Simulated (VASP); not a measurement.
The system is Pd.

```
CELL_PARAMETERS angstrom
2.78367 0.00000 0.00000
-1.39183 2.41072 0.00000
0.00000 0.00000 4.62889
ATOMIC_POSITIONS crystal
Pd 0.33333 0.66667 0.25000
Pd 0.66667 0.33333 0.75000
```

This isn't the form of Pd at room conditions, which is fcc.

| Property | Result |
| --- | --- |
| Program | VASP 6.6.1 |
| Task | single point |
| Functional | PBEsol |
| Potentials or basis | VASP PAW PBE potentials, release 64 (Pd) |
| Cutoff | 520 eV |
| k mesh | 11 × 11 × 6 |
| Occupations | fermi-dirac, width 0.05 eV |
| Spin | no spin polarisation |

On this cell: pressure -10.6 GPa; largest force under 0.003 eV/Å; band gap on the k mesh none (metal or under the smearing width).

The same run follows on a disturbed copy (atoms moved at random, drawn with an rms of 0.05 Å):

```xyz
2
Lattice="2.7837 0.0000 0.0000 -1.3918 2.4107 0.0000 0.0000 0.0000 4.6289" Properties=species:S:1:pos:R:3 pbc="T T T"
Pd   -0.0483    1.6675    1.1155
Pd    1.3843    0.8293    3.5121
```

Task: What does the disturbed cell give?

Result: The energy (extrapolated to zero smearing) moves by +12.8 meV/atom; pressure -9.9 GPa; largest force 0.596 eV/Å; band gap on the k mesh none (metal or under the smearing width).

Forces on the atoms (eV/Å):
```
Pd   0.031 -0.031  0.595
Pd  -0.031  0.031 -0.595
```

Stress tensor (GPa, compression positive):
```
-10.49   0.37   0.15
  0.37  -9.84  -0.14
  0.15  -0.14  -9.35
```

Caveats: the PAW data sets were made with another functional, which shifts forces and pressure a little.
